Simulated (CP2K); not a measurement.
Crystal: LiCl.

```
Cl Li
1.0
     3.62713    0.00000    0.00000
     1.81357    3.14119    0.00000
     1.81357    1.04706    2.96154
Cl Li
1 1
Direct
  0.50000 0.50000 0.50000
  0.00000 0.00000 0.00000
```

Base run:

```yaml
Program: CP2K 2026.2
Functional: PBE
Potentials_or_basis: all electrons (GAPW); pob-DZVP-rev2 basis
Density_cutoff: 6803 eV
k_mesh: 9 × 9 × 9
Occupations: fermi-dirac, width 0.05 eV
Spin: no spin polarisation
```

Its results: band gap on the k mesh 6.97 eV, direct; pressure 0.1 GPa.

Q: The run is repeated on the same cell with these changes: potentials or basis from all electrons (GAPW); pob-DZVP-rev2 basis to all electrons (GAPW); pob-TZVP-rev2 basis; basis sets from Cl pob-DZVP-rev2, Li pob-DZVP-rev2 to Cl pob-TZVP-rev2, Li pob-TZVP-rev2. What comes out?

A: Band gap on the k mesh 6.51 eV, direct; pressure 0.9 GPa.

Caveats: an odd mesh through Γ misses points on the zone boundary, where band edges often lie; the basis of atomic orbitals isn't converged, which shifts pressures, moduli and gaps.
